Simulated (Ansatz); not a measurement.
# ZnS: frozen normal mode

These are results of DFT r2SCAN, scalar-relativistic, plane waves, PAW in Ansatz 0.2.0, not measurements. Settings: plane waves to 500 eV, k-mesh 6×6×4 (Γ-centred), Gaussian smearing 0.05 eV. No spin polarisation. Energies are free energies at this smearing, counted from the undisturbed cell; pressure is positive in compression.

The undisturbed cell (as given, not relaxed at this level; it stands at -0.9 GPa):

```
Zn S
1.0
     0.00000   -2.70465   -2.70465
     0.00000    2.70465   -2.70465
     5.40930    0.00000    0.00000
Zn S
2 2
Direct
  0.50000 0.50000 0.50000
  0.00000 0.00000 0.00000
  0.00000 0.50000 0.25000
  0.50000 0.00000 0.75000
```

A zone-centre mode of this cell is frozen in: each atom moves by x times its row below, so x is the largest displacement.
```
atom ux uy uz
 Zn1  0.000  -0.707  -0.707
 Zn2  0.000   0.707   0.707
  S3  0.000  -0.430  -0.430
  S4  0.000   0.430   0.430
```

```tsv
x (Å)	ΔE (meV/cell)
-0.3000	244.8
-0.1500	57.4
0.0000	0.0
0.0375	3.5
0.0750	14.1
0.1125	32.0
0.1875	90.9
0.2250	132.9
0.2625	184.0
```

Predict the pressure (GPa) at each point.

```
  x (Å) pressure (GPa)
-0.3000            -1.5
-0.1500            -1.0
 0.0000            -0.9
 0.0375            -0.9
 0.0750            -0.9
 0.1125            -1.0
 0.1875            -1.1
 0.2250            -1.2
 0.2625            -1.4
```

Cost: 9 runs of about 1.5 core-minutes in all, on Oxide Virtual Turin-like Processor (Zen 5) (shared hosts).